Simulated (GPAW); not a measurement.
# Does Zn15NiSe16 (ZnSe32 Ni1) carry moments in GPAW?, part 2 of 2

Wanted: the moments of Zn15NiSe16 (ZnSe32 Ni1) and the energy gained by spin polarisation.

GPAW 26.7.0; PBE; plane waves with GPAW's PAW setups, scalar-relativistic.

So far. Step 2 (Start 1: ferro +): After 29 cycles the largest moment stands at 1.23 μB.

### Step 3. Run 2 (no spin polarisation)

This run holds no moments, which gives a state to set the others against.

Input file nospin.py:

```python
import json
import numpy as np
from ase import Atoms
from ase.parallel import paropen, parprint
from gpaw import GPAW

atoms = Atoms(['Ni', 'Se', 'Zn', 'Se', 'Zn', 'Se', 'Zn', 'Se', 'Zn', 'Se', 'Zn', 'Se', 'Zn', 'Se', 'Zn', 'Se', 'Zn', 'Se', 'Zn', 'Se', 'Zn', 'Se', 'Zn', 'Se', 'Zn', 'Se', 'Zn', 'Se', 'Zn', 'Se', 'Zn', 'Se'],
    cell=[[11.336, 0.0, 0.0],
         [0.0, 11.336, 0.0],
         [0.0, 0.0, 5.668]],
    scaled_positions=[[0.0, 0.0, 0.0],
         [0.125, 0.125, 0.25],
         [0.0, 0.25, 0.5],
         [0.125, 0.375, 0.75],
         [0.25, 0.0, 0.5],
         [0.375, 0.125, 0.75],
         [0.25, 0.25, 0.0],
         [0.375, 0.375, 0.25],
         [0.0, 0.5, 0.0],
         [0.125, 0.625, 0.25],
         [0.0, 0.75, 0.5],
         [0.125, 0.875, 0.75],
         [0.25, 0.5, 0.5],
         [0.375, 0.625, 0.75],
         [0.25, 0.75, 0.0],
         [0.375, 0.875, 0.25],
         [0.5, 0.0, 0.0],
         [0.625, 0.125, 0.25],
         [0.5, 0.25, 0.5],
         [0.625, 0.375, 0.75],
         [0.75, 0.0, 0.5],
         [0.875, 0.125, 0.75],
         [0.75, 0.25, 0.0],
         [0.875, 0.375, 0.25],
         [0.5, 0.5, 0.0],
         [0.625, 0.625, 0.25],
         [0.5, 0.75, 0.5],
         [0.625, 0.875, 0.75],
         [0.75, 0.5, 0.5],
         [0.875, 0.625, 0.75],
         [0.75, 0.75, 0.0],
         [0.875, 0.875, 0.25]],
    pbc=True)
atoms.calc = GPAW(mode={'name': 'pw', 'ecut': 450},
    xc='PBE',
    kpts={'size': (3, 3, 5), 'gamma': True},
    occupations={'name': 'fermi-dirac', 'width': 0.05},
    convergence={'density': 1e-05, 'energy': 1e-05},
    maxiter=200,
    mixer={'name': 'pulay', 'beta': 0.05, 'nmaxold': 6, 'weight': 50},
    symmetry={'tolerance': 1e-4},
    txt='nospin.txt')
e = atoms.get_potential_energy(force_consistent=True)
res = {'free_energy': e, 'energy_sigma0': atoms.get_potential_energy(), 'fermi_energy': atoms.calc.get_fermi_level()}
parprint(f'free energy: {e:.6f} eV')
atoms.calc.write('nospin.gpw')
with paropen('results.json', 'w') as f:
    json.dump(res, f)
```

Run with:

```bash
$ OMP_NUM_THREADS=1 mpirun -n 4 gpaw python nospin.py > nospin.log
```

Numbers of over 12 decimals in the logs are rounded to 6 here.

Log:

```text
free energy: -101.252634 eV

--- nospin.txt ---
Input parameters:
  mode=PW(ecut=450),
  convergence={'density': 1e-05, 'energy': 1e-05},
  kpts=MonkhorstPack(size=(3, 3, 5), gamma=True),
  maxiter=200,
  mixer=Pulay(name='pulay', nmaxold=6, beta=0.05, weight=50, sigma=0.015, g_ss=None),
  occupations=Occupations(name='fermi-dirac', width=0.05),
  symmetry=Symmetry(tolerance=0.0001),
  xc=XC(name='PBE')

Diagonalizing LCAO Hamiltonian
Converting LCAO to pw mode
        .---------------------------.
       /|                           |
      / |                           |
     /  |  Se            Se         |
    /   |       Se            Se    |
   /  Zn|           Zn              |
  /    Se         Se Se         Se  |
 *      .--Zn-------------Zn--------.
 |     / Se Se         Se Se       /
 | Zn /      Zn  Zn        Zn     /
 |   Zn Zn    Se   Zn Zn    Se   /
 |  /Se            Se           /
 | /      Zn            Zn     /
 |/                           /
 Ni------------Zn------------*

Atoms  # Å, Bohr magnetons
|    | symbol |        x |        y |        z |    initial magnetic moments |
|----|--------|----------|----------|----------|-----------------------------|
|  0 |     Ni | 0.000000 | 0.000000 | 0.000000 | ( 0.0000,  0.0000,  0.0000) |
|  1 |     Se | 1.417000 | 1.417000 | 1.417000 | ( 0.0000,  0.0000,  0.0000) |
|  2 |     Zn | 0.000000 | 2.834000 | 2.834000 | ( 0.0000,  0.0000,  0.0000) |
|  3 |     Se | 1.417000 | 4.251000 | 4.251000 | ( 0.0000,  0.0000,  0.0000) |
|  4 |     Zn | 2.834000 | 0.000000 | 2.834000 | ( 0.0000,  0.0000,  0.0000) |
|  5 |     Se | 4.251000 | 1.417000 | 4.251000 | ( 0.0000,  0.0000,  0.0000) |
|  6 |     Zn | 2.834000 | 2.834000 | 0.000000 | ( 0.0000,  0.0000,  0.0000) |
|  7 |     Se | 4.251000 | 4.251000 | 1.417000 | ( 0.0000,  0.0000,  0.0000) |
|  8 |     Zn | 0.000000 | 5.668000 | 0.000000 | ( 0.0000,  0.0000,  0.0000) |
|  9 |     Se | 1.417000 | 7.085000 | 1.417000 | ( 0.0000,  0.0000,  0.0000) |
| 10 |     Zn | 0.000000 | 8.502000 | 2.834000 | ( 0.0000,  0.0000,  0.0000) |
| 11 |     Se | 1.417000 | 9.919000 | 4.251000 | ( 0.0000,  0.0000,  0.0000) |
| 12 |     Zn | 2.834000 | 5.668000 | 2.834000 | ( 0.0000,  0.0000,  0.0000) |
| 13 |     Se | 4.251000 | 7.085000 | 4.251000 | ( 0.0000,  0.0000,  0.0000) |
| 14 |     Zn | 2.834000 | 8.502000 | 0.000000 | ( 0.0000,  0.0000,  0.0000) |
| 15 |     Se | 4.251000 | 9.919000 | 1.417000 | ( 0.0000,  0.0000,  0.0000) |
| 16 |     Zn | 5.668000 | 0.000000 | 0.000000 | ( 0.0000,  0.0000,  0.0000) |
| 17 |     Se | 7.085000 | 1.417000 | 1.417000 | ( 0.0000,  0.0000,  0.0000) |
| 18 |     Zn | 5.668000 | 2.834000 | 2.834000 | ( 0.0000,  0.0000,  0.0000) |
| 19 |     Se | 7.085000 | 4.251000 | 4.251000 | ( 0.0000,  0.0000,  0.0000) |
| 20 |     Zn | 8.502000 | 0.000000 | 2.834000 | ( 0.0000,  0.0000,  0.0000) |
| 21 |     Se | 9.919000 | 1.417000 | 4.251000 | ( 0.0000,  0.0000,  0.0000) |
| 22 |     Zn | 8.502000 | 2.834000 | 0.000000 | ( 0.0000,  0.0000,  0.0000) |
| 23 |     Se | 9.919000 | 4.251000 | 1.417000 | ( 0.0000,  0.0000,  0.0000) |
| 24 |     Zn | 5.668000 | 5.668000 | 0.000000 | ( 0.0000,  0.0000,  0.0000) |
| 25 |     Se | 7.085000 | 7.085000 | 1.417000 | ( 0.0000,  0.0000,  0.0000) |
| 26 |     Zn | 5.668000 | 8.502000 | 2.834000 | ( 0.0000,  0.0000,  0.0000) |
| 27 |     Se | 7.085000 | 9.919000 | 4.251000 | ( 0.0000,  0.0000,  0.0000) |
| 28 |     Zn | 8.502000 | 5.668000 | 2.834000 | ( 0.0000,  0.0000,  0.0000) |
| 29 |     Se | 9.919000 | 7.085000 | 4.251000 | ( 0.0000,  0.0000,  0.0000) |
| 30 |     Zn | 8.502000 | 8.502000 | 0.000000 | ( 0.0000,  0.0000,  0.0000) |
| 31 |     Se | 9.919000 | 9.919000 | 1.417000 | ( 0.0000,  0.0000,  0.0000) |

Unit cell  # Å
| periodic |         x |         y |        z |   lengths |    angles |
|----------|-----------|-----------|----------|-----------|-----------|
|      yes | 11.336000 |  0.000000 | 0.000000 | 11.336000 | 90.000000 |
|      yes |  0.000000 | 11.336000 | 0.000000 | 11.336000 | 90.000000 |
|      yes |  0.000000 |  0.000000 | 5.668000 |  5.668000 | 90.000000 |

Number of symmetries: 8

BZ-sampling:
  Number of BZ points: 45
  Number of IBZ points: 9

  Monkhorst-Pack size: [3, 3, 5]
  Monkhorst-Pack shift: [0, 0, 0]

Plane wave coefficients: 15823
Cutoff: 450.000000 eV

Spin-components: 1 (collinear spins)
Bands:           180
Projectors:      176
Spin-degeneracy: 2
Datatype:        complex128

Parallelization:
  kpt:    2
  domain: 2
  band:   1

Density:
  Valence electrons: 292.0
  Components: 1
  Grid points: [56 56 28]
  Charge: 0.0  # |e|

Potential:
  Grid points: [56 56 28]

[... setups left out ...]
Reference energy: -1831944.412330  # eV

eigensolver:
  PPCG
  Converge bands: occupied
  niter=2

density mixing:
  Pulay-Mixer
  Linear mixing parameters: 0.05
  Old densities: 6
  Fourier metric: weight=50, sigma=0.015

occupation numbers:
  Fermi-Dirac:
    width: 0.0500  # eV

poisson solver:
  ecut: 3600.000000  # eV

xc functional:
  name: PBE with 2 nearest neighbor stencil

convergence criteria:
- Maximum integral of absolute [dens]ity change: 1e-05 electrons / valence electron
- Maximum [total energy] change in last 3 cyles: 1e-05 eV / valence electron
- Maximum integral of absolute [eigenst]ate change: 4e-08 eV^2 / valence electron
maximum number of iterations: 200

SCF iterations
|iter     |      energy | eigst |  dens |
|---------|-------------|-------|-------|
|iter:   1|       0s | -106.981358 | +1.14 |       |
|iter:   2|      13s | -104.220899 | +0.10 | -1.23 |
|iter:   3|      27s | -102.742923 | -0.35 | -1.30 |
|iter:   4|      40s | -102.472280 | -1.02 | -1.36 |
|iter:   5|      53s | -101.827144 | -0.27 | -1.39 |
|iter:   6|      66s | -101.653834 | -0.55 | -1.63 |
|iter:   7|      79s | -101.221643 | -0.93 | -1.65 |
|iter:   8|      94s | -101.250127 | -1.52 | -1.89 |
|iter:   9|     108s | -101.213965 | -2.02 | -2.19 |
|iter:  10|     122s | -101.182352 | -1.91 | -2.22 |
[... 13 iterations left out ...]
|iter:  24|     318s | -101.180433c| -5.60 | -4.37 |
|iter:  25|     331s | -101.180426c| -5.81 | -4.39 |
|iter:  26|     344s | -101.180432c| -5.94 | -4.44 |
|iter:  27|     357s | -101.180440c| -6.14 | -4.51 |
|iter:  28|     370s | -101.180442c| -6.27 | -4.61 |
|iter:  29|     382s | -101.180443c| -6.58 | -4.72 |
|iter:  30|     395s | -101.180437c| -6.64 | -4.81 |
|iter:  31|     406s | -101.180434c| -6.70 | -4.97 |
|iter:  32|     418s | -101.180437c| -7.08 | -5.27c|
|iter:  33|     426s | -101.180438c| -7.41c| -5.42c|

Converged in 33 steps
Energy contributions relative to reference atoms: (reference = -1831944.412330)

Energy contributions:
  Kinetic:         204.085644
  Coulomb:        -173.328518
  Zero:             -0.916115
  External:          0.000000
  Xc:             -130.949253
  Entropy:          -0.144393
  Spinorbit:         0.000000
  ----------------------------
  Free energy:    -101.252634
  Extrapolated:   -101.180438

dipole moment: (-87.254714, -87.254714, -86.598449)  # |e|*Ang

Fermi level: 4.262
Eigenvalues  # (at kpt = [0.000, 0.000, 0.000])
| band index |      eig [eV] | occ [0-2] |
|------------|---------------|-----------|
|          0 |       -58.640 |     2.000 |
|        ... |               |           |
|        136 |         2.776 |     2.000 |
|        137 |         2.776 |     2.000 |
|        138 |         2.922 |     2.000 |
|        139 |         3.421 |     2.000 |
|        140 |         3.460 |     2.000 |
|        141 |         3.486 |     2.000 |
|        142 |         3.486 |     2.000 |
|        143 |         3.562 |     2.000 |
|        144 |         4.349 |     0.301 |
|        145 |         4.392 |     0.138 |
|        146 |         4.392 |     0.138 |
|        147 |         5.204 |     0.000 |
|        148 |         6.896 |     0.000 |
|        149 |         6.896 |     0.000 |
|        150 |         6.897 |     0.000 |
|        151 |         7.356 |     0.000 |
|        ... |               |           |
|        179 |        10.332 |     0.000 |

No gap
No difference between direct/indirect transitions
```

It took 7.5 min on 4 MPI ranks of AMD EPYC 7R13 (Zen 3), shared host; peak memory 1.9 GiB; 30 min of CPU time.

Numbers from this step:

| Quantity | Value |
| --- | --- |
| final state | non-magnetic (no spin polarisation) |

It lies 331 meV a seeded atom over the first start.

### Step 4. Energies of the orders

These are free energies at a smearing of 0.05 eV, so its entropy term is in the differences. They are divided by the number of seeded atoms, so that cells of unlike size compare.

Orders:

```tsv
start	final state	typed order kept	energy over the lowest (meV a seeded atom)	largest site moment (μB)	net moment (μB a primitive cell)	mesh matched	CPU time (s)
ferro +	ferromagnetic	yes	0	1.228	2	yes	2974
no spin polarisation	non-magnetic	-	331.3	0	0	yes	1808
```

### Step 5. Results

```
lower run                          : with moments
largest site moment                : 1.23 μB
energy gained by spin polarisation : 331 meV a seeded atom
```

What this shows: The crystal holds moments, up to 1.23 μB, and gains 331 meV a seeded atom by them. No antiferromagnetic order was tried, so the session says nothing on how the moments order.

[Logs and program files are shortened in this print: banners, set-up blocks, solver, clock and traceback lines can be left out without a mark of their own.]

[Logs are printed without paths, hosts, clocks, repeated set-up lines and the standing remarks that a program may print on its own settings, such as how far it seeks lower states.]

[Hosts, paths, dates, database ids (printed as entryN), source tags and the programs' standing remarks are cut or masked in the printed files.]

[Where a cell is said to come from a database of computed structures, the database is the Materials Project.]
